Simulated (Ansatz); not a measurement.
# CuAu3: response to uniaxial strain along a

Aim: apply uniaxial strain along a to CuAu3 from -6 to +6 %, where the lengths of b and c and the atoms relax, the angles are held, and follow energy, stress and any gap.

Computed with Ansatz 0.2.0 (DFT PBEsol, scalar-relativistic, plane waves, PAW, unless a step's input says otherwise).

2 further runs of the same task are left out: 2 set aside as unsound or not needed.

## 1. Starting point

The structure is cubic, space group Pm-3m (No. 221). Conventional cell: a = 3.974 Å, b = 3.974 Å, c = 3.974 Å, α = 90.00°, β = 90.00°, γ = 90.00°. Cu (site symmetry m-3m) is surrounded by 12 Au at 2.81 Å. Au (site symmetry 4/mmm) has 4 Cu at 2.81 Å and 8 Au at 2.81 Å in its first shell of neighbours.

Structure file:

```cif
data_structure
_symmetry_space_group_name_H-M 'P 1'
_symmetry_Int_Tables_number 1
_cell_length_a 3.9743
_cell_length_b 3.9743
_cell_length_c 3.9743
_cell_angle_alpha 90.000
_cell_angle_beta 90.000
_cell_angle_gamma 90.000
_cell_volume 62.77
loop_
_atom_site_label
_atom_site_type_symbol
_atom_site_fract_x
_atom_site_fract_y
_atom_site_fract_z
_atom_site_occupancy
Cu1 Cu 0.00000 0.00000 0.00000 1
Au1 Au 0.00000 0.50000 0.50000 1
Au2 Au 0.50000 0.00000 0.50000 1
Au3 Au 0.50000 0.50000 0.00000 1
```

It is the result of an earlier relaxation at this level (volume 15.69 Å³/atom; gap on the mesh: none (metal)).

The unstrained cell comes from an earlier run at this level (4 atoms, E(σ→0) -45610.1659 eV, gap none (metal)).

## 2. Strain -2.0 %

input.yaml

```yaml
crystal:
  lattice:
    - [3.8947667138, 0.0, 0.0]
    - [0.0, 3.9941230075, 0.0]
    - [0.0, 0.0, 3.9941230075]
  atoms:
    - { symbol: Cu, position: [0.0, 0.0, 0.0] }
    - { symbol: Au, position: [0.0, 0.5, 0.5] }
    - { symbol: Au, position: [0.5, 0.0, 0.5] }
    - { symbol: Au, position: [0.5, 0.5, 0.0] }
basis:
  ecutwfc: 420
kpoints:
  mp_grid: { grid: [14, 14, 14] }
hamiltonian:
  xc: pbesol
scf:
  occupations: { method: gaussian, width: 0.1 }
output:
  forces: true
  stress: true
  eigenvalues: true
relax:
  adjacent_minimum: "off"
  f_tol: 0.008
  max_steps: 40
  cell: { stress_tol: 0.015, fix: [a, angles] }
```

On the command line:

```bash
$ ansatz run input.yaml --threads 1 --pin off --max-ram 2560MiB --backend cpu --events-out ev --progress --plain --runs-dir out
```

The session goes on with these runs: At +2.0 %; the cell strained by -4.0 %; strain +4.0 %; At -6.0 %; strain +6.0 %.

**Question.** What will these runs give? Wanted: (1/V) d²E/dε² at zero strain, cubic fit; strain of the free axis b per applied strain.

The runs gave:

```
                                    quantity                    value
                         largest energy cost  13.3 meV/atom at +6.0 %
     (1/V) d²E/dε² at zero strain, cubic fit                   63 GPa
strain of the free axis b per applied strain                    -0.44
```

The curvature of the energy, 63 GPa, is Young's modulus along a, angles held. Compression by 6 % costs 9.0 meV/atom and stretching 13.3. The free axis b moves against the applied strain (factor -0.44). The runs treat Au without spin-orbit coupling.
